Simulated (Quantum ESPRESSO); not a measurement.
The system is Pb.

```xyz
1
Lattice="0.0000 2.4750 2.4750 2.4750 0.0000 2.4750 2.4750 2.4750 0.0000" Properties=species:S:1:pos:R:3 pbc="T T T"
Pb    0.0000    0.0000    0.0000
```

Base run:

```yaml
Program: Quantum ESPRESSO 7.5
Functional: vdW-DF2
Potentials_or_basis: PseudoDojo 0.4.1 SR PBE standard
Cutoff: 762 eV
Density_cutoff: 3048 eV
k_mesh: 9 × 9 × 9
Occupations: fermi-dirac, width 0.05 eV
Spin: no spin polarisation
```

Its results: band gap on the k mesh none (metal or under the smearing width); pressure 7.8 GPa.

After a change of settings the same cell gave: band gap on the k mesh none (metal or under the smearing width); pressure 0.6 GPa. Which change was it?
A. functional from vdW-DF2 to vdW-DF-cx
B. functional from vdW-DF2 to HLE16
C. functional from vdW-DF2 to N12

C.

Caveats: the potentials were made for another functional, which shifts forces and pressure; spin-orbit coupling is left out, which moves the levels of the heavy elements; some levels on the path didn't converge (some runs).
